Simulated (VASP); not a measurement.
Input of a VASP 6.6.1 run:

The input INCAR:

```
SYSTEM = La
ALGO = Normal
EDIFF = 1E-7
EDIFFG = -0.005
ENCUT = 600
GGA = PS
IBRION = 2
ISIF = 3
ISMEAR = 1
LASPH = .TRUE.
LCHARG = .FALSE.
LREAL = .FALSE.
LWAVE = .FALSE.
NELM = 80
NSW = 90
PREC = Accurate
SIGMA = 0.1
```

The input KPOINTS:

```
k-points
0
G
  12 12 3
  0 0 0
```

The input POSCAR:

```
La                                      
1.0
    3.6585833336      0.0000000000     -0.0000000000
   -1.8292916668      3.1684261088     -0.0000000000
   -0.0000000000      0.0000000000     11.7794220386
  La            
     4
Direct
     0.0000000000000000    0.0000000000000000    0.0000000000000000
     0.0000000000000000    0.0000000000000000    0.5000000000000000
     0.3333333332999970    0.6666666667000030    0.7500000000000000
     0.6666666667000030    0.3333333332999970    0.2500000000000000
```

Potentials or basis: VASP PAW PBE potentials, release 64 (La).

The run is started by

```sh
$ cat potpaw_PBE.64/La/POTCAR > POTCAR
$ mpirun -np 1 vasp_std > vasp.out
```

**Question.** What does it give for the relaxed cell?

**Answer.** a = 3.660 Å, b = 3.660 Å, c = 11.778 Å, α = 90.00°, β = 90.00°, γ = 120.00°.

**Question.** Estimate the relaxed volume.

**Answer.** 34.15 Å³/atom.

**Question.** What does it give for the band gap on the k mesh?

**Answer.** None (metal or under the smearing width).

**Question.** Estimate the space group after relaxing (to 0.05 Å).

**Answer.** P6_3/mmc (No. 194).

Final structure:
```
La
1.0
     3.65966    0.00000    0.00000
    -1.82983    3.16936    0.00000
     0.00000    0.00000   11.77848
La
4
Direct
  0.00000 0.00000 0.00000
  0.00000 0.00000 0.50000
  0.33333 0.66667 0.75000
  0.66667 0.33333 0.25000
```

Caveat: the PAW data sets were made with another functional, which shifts forces and pressure a little. Spin-orbit coupling is left out, which matters for the levels of La.
